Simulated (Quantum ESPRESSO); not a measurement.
WS2:

```
CELL_PARAMETERS angstrom
3.16058 -1.93750 0.00000
3.16058 1.93750 0.00000
-0.00311 0.00000 4.45709
ATOMIC_POSITIONS crystal
W 0.00000 0.00000 0.00000
S 0.68790 0.68790 0.28890
S 0.31210 0.31210 0.71110
```

The cell was built by a generator and isn't the measured one.

Base run:

* Program: Quantum ESPRESSO 7.5
* Functional: PBE
* Potentials or basis: PseudoDojo 0.4 SR PBE stringent
* Cutoff: 1225 eV
* Density cutoff: 4898 eV
* k mesh: 6 × 6 × 4
* Occupations: gaussian, width 0.05 eV
* Spin: collinear spin, ferromagnetic start
* Starting moments: [2.0, 0.0, 0.0] μB
* Hubbard terms: W d U = 6 eV

Its results: band gap on the k mesh none (metal or under the smearing width); pressure 9.2 GPa; largest force 1.484 eV/Å.

Q: The run is repeated on the same cell with these changes: spin from collinear spin, ferromagnetic start to no spin polarisation; magnetic state asked for from fm to nm. What comes out?

A: Band gap on the k mesh none (metal or under the smearing width); pressure 0.0 GPa; largest force 1.326 eV/Å.

Caveats: forces of over 1 eV/Å show positions far from the minimum, so gaps and moduli don't describe the material at rest; U without spin polarisation on a metal has little footing (some runs).
